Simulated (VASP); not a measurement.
SnO2 (Cassiterite):

```
CELL_PARAMETERS angstrom
4.73800 0.00000 0.00000
0.00000 4.73800 0.00000
0.00000 0.00000 3.18650
ATOMIC_POSITIONS crystal
Sn 0.50000 0.50000 0.50000
Sn 0.00000 0.00000 0.00000
O 0.80710 0.19290 0.50000
O 0.69290 0.69290 0.00000
O 0.19290 0.80710 0.50000
O 0.30710 0.30710 0.00000
```

Base run:

| Quantity | Value |
| --- | --- |
| Program | VASP 6.6.1 |
| Functional | PBE |
| Potentials or basis | VASP PAW PBE potentials, release 64 (Sn_d, O) |
| Cutoff | 520 eV |
| k mesh | 6 × 6 × 8 |
| Occupations | fermi-dirac, width 0.05 eV |
| Spin | no spin polarisation |

Its results: band gap on the k mesh 1.27 eV, direct.

Task: The run is repeated on the same cell with these changes: functional from PBE to PBEsol. What comes out?

Result: Band gap on the k mesh 1.18 eV, direct.

Caveats: spin-orbit coupling is left out, which moves the levels of the heavy elements.
